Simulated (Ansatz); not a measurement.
Predict the output of the script below (the Python package of Ansatz (0.2.0)).

The script, `run_berry.py`:
```python
# -*- coding: utf-8 -*-
import warnings

import ansatz as az
import numpy as np
from pymatgen.core import Lattice, Structure
from pymatgen.io.ase import AseAtomsAdaptor

warnings.simplefilter("ignore", az.DeckWarning)

pmg_structure = Structure(
    Lattice([(3.585, 0.0, 0.0), (-1.7925, 3.10470107, 0.0), (0.0, 0.0, 15.5)]),
    ["Ga", "Ga", "Ga", "Ga", "S", "S", "S", "S"],
    [
        (1 / 3, 2 / 3, 0.17),
        (2 / 3, 1 / 3, 0.67),
        (1 / 3, 2 / 3, 0.33),
        (2 / 3, 1 / 3, 0.83),
        (1 / 3, 2 / 3, 0.6),
        (2 / 3, 1 / 3, 0.1),
        (1 / 3, 2 / 3, 0.9),
        (2 / 3, 1 / 3, 0.4),
    ],
)
cell = az.Crystal.from_ase(AseAtomsAdaptor.get_atoms(pmg_structure))

def berry(structure):
    return (
        structure.calculation()
        .functional("pbe")
        .basis(41 * az.Ry)
        .kpoints(6, 6, 2)
        .occupations("fixed")
        .polarization()
        .run()
        .polarization()
    )


vectors = np.array(cell.lattice.vectors)
shifted = cell.move(1, to=np.array(cell.sites[1].position) + 0.02 * np.linalg.inv(vectors)[0])
before, after = berry(cell), berry(shifted)
for label, p in (("as typed", before), ("shifted", after)):
    print(label, "reduced polarisation:", [round(axis.reduced, 4) for axis in p.axes], "modulo", p.modulus)
change = np.array([b.reduced - a.reduced for a, b in zip(before.axes, after.axes)])
change -= before.modulus * np.round(change / before.modulus)
dipole = change @ vectors
print("dipole change (e A):", np.round(dipole, 4) + 0.0)
print("column of the Born charge of", cell.sites[1].symbol, "for a shift along x:", np.round(dipole / 0.02, 2) + 0.0)
```

```console
$ python run_berry.py
as typed reduced polarisation: [38.0, 38.0, 38.0] modulo 1
shifted reduced polarisation: [38.0126, 38.0, 38.0] modulo 1
dipole change (e A): [0.0453 0.0001 0.0001]
column of the Born charge of Ga for a shift along x: [2.26 0.   0.  ]
```

The structure is a deposited one; some such entries were measured under pressure or heat, so a shift against it needn't be the functional's error alone. Polarisation is defined up to a quantum, so only the change along a continuous path has meaning. Timing: 2.8 min on 1 thread of Arm Neoverse V1, with other jobs on the host, peak memory 0.85 GiB.

(A comment or docstring line of the script was reworded after the run, the code is as it ran; lines on the test bed's own set-up are left out of the output.)
